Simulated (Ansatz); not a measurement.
Below is a relaxed structure of NaF. The cell was found from a structure generator's guess, not taken from experiment.

The calculation used DFT PBE, scalar-relativistic, plane waves, PAW (Ansatz). Cutoff 420 eV, Γ-centred mesh, Gaussian smearing, no spin polarisation.

```cif
data_structure
_symmetry_space_group_name_H-M 'P 1'
_symmetry_Int_Tables_number 1
_cell_length_a 3.8035
_cell_length_b 3.8035
_cell_length_c 7.5169
_cell_angle_alpha 90.000
_cell_angle_beta 90.000
_cell_angle_gamma 120.000
_cell_volume 94.17
loop_
_atom_site_label
_atom_site_type_symbol
_atom_site_fract_x
_atom_site_fract_y
_atom_site_fract_z
_atom_site_occupancy
Na1 Na 0.16368 0.83632 0.66667 1
Na2 Na 0.16368 0.32736 0.33333 1
Na3 Na 0.67264 0.83632 0.00000 1
F1 F 0.83514 0.16486 0.66667 1
F2 F 0.83514 0.67029 0.33333 1
F3 F 0.32971 0.16486 0.00000 1
```

Formation energies are uncorrected and refer to the elements' standard structures at the same level (F₂ as a molecule).

**Question.** Find its symmetry and describe it.

**Answer.** P3_212 (No. 153). Conventional cell: a = 3.803 Å, c = 7.517 Å. Na has 3 F at 2.16–2.21 Å; around F lie 3 Na at 2.16–2.21 Å.

**Question.** What is its formation energy per atom?

**Answer.** −2.535 eV/atom.

**Question.** Is it a metal?

**Answer.** No, the gap on the 6×6×4 mesh is 4.85 eV.

**Question.** From what recipe could a structure generator have reached it?

**Answer.** One such recipe: 5-connected net, two elements alternating (P3_212, No. 153). Other recipes can lead to the same cell.

The last run used a 6×6×4 mesh (in the run's order of axes) for its 6-atom cell and Gaussian smearing of 0.02 eV. Kohn–Sham gaps at this level usually fall short of measured ones. A structure relaxed within its symmetry needn't be a true minimum. Another cell of NaF relaxed alike, in Fm-3m, lies 176 meV/atom lower, so this cell isn't the stable form at this level.
